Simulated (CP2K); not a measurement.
Pb:

```
Pb
1.0
     3.50021    0.00000    0.00000
     1.75010    3.03127    0.00000
     1.75010    1.01042    2.85791
Pb
1
Direct
  0.00000 0.00000 0.00000
```

Program: CP2K 2026.2. Alike in all runs: task band structure; no spin polarisation; cell as given; k mesh 9 × 9 × 9.

Question: Order these runs on this cell by their pressure, lowest first.
A. level LDA; potentials or basis GTH_POTENTIALS Pb GTH-PADE-q4; TZVP-MOLOPT-PBE-GTH basis; smearing fermi-dirac 0.0259 eV; basis sets Pb TZVP-MOLOPT-PBE-GTH-q4; potentials Pb GTH-PADE-q4 of GTH_POTENTIALS; points a segment of the path (NPOINTS) 8; bands added on the path 2; CUTOFF of the grids 450 Ry
B. level r2SCAN; potentials or basis POTENTIAL_UZH Pb GTH-SCAN-q4; TZVP-MOLOPT-SCAN-GTH basis; smearing fermi-dirac 0.05 eV; basis sets Pb TZVP-MOLOPT-SCAN-GTH-q4; potentials Pb GTH-SCAN-q4 of POTENTIAL_UZH; points a segment of the path (NPOINTS) 10; bands added on the path 6; CUTOFF of the grids 675 Ry
C. level PBEsol; potentials or basis POTENTIAL_UZH Pb GTH-PBE-q4; TZVP-MOLOPT-PBE-GTH basis; smearing fermi-dirac 0.05 eV; basis sets Pb TZVP-MOLOPT-PBE-GTH-q4; potentials Pb GTH-PBE-q4 of POTENTIAL_UZH; points a segment of the path (NPOINTS) 6; bands added on the path 6; CUTOFF of the grids 450 Ry

Answer: A (-3.2 GPa), B (-0.3 GPa), C (2.5 GPa).

Caveats: the basis of atomic orbitals isn't converged, which shifts pressures, moduli and gaps; the potentials were made for another functional, which shifts forces and pressure (some runs).

Runs at the PBE level aren't shown here.
